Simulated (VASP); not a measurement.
Runs of VASP 6.6.1 on Pr. Symmetry: Im-3m, No. 229, cubic system. Conventional cell: a = 4.195 Å, b = 4.195 Å, c = 4.195 Å, α = 90.00°, β = 90.00°, γ = 90.00°. Pr (site symmetry m-3m) has 8 Pr at 3.63 Å as nearest neighbours. This isn't the form of Pr at room conditions, which is double hcp.

```tsv
cell	gap on the mesh (eV)	pressure (GPa)	moment (μB)
Im-3m, 36.9 Å³/atom	none	-3.0	2.93
Im-3m, 35.43 Å³/atom	none	-2.5	(b)
Im-3m, 38.38 Å³/atom	none	(a)	2.93
Im-3m, 37.64 Å³/atom	none	-3.3	2.93
```

Alike in all rows: task single point; level PBE; potentials or basis VASP PAW PBE potentials, release 64 (Pr); spin collinear, typed start; k mesh 8 × 8 × 8; cutoff (eV) 520; smearing fermi-dirac 0.1 eV.

Problem. Fill in the values left out.

Solution. (a) -3.4; (b) 2.92.

Caveats: the magnetic or orbital state may not be the lowest; spin-orbit coupling is left out, which moves the levels of the heavy elements.

A k mesh can miss the band edges, and the runs leave out spin-orbit coupling on Pr.

A gap of «none» marks a metal or a gap under the smearing width.
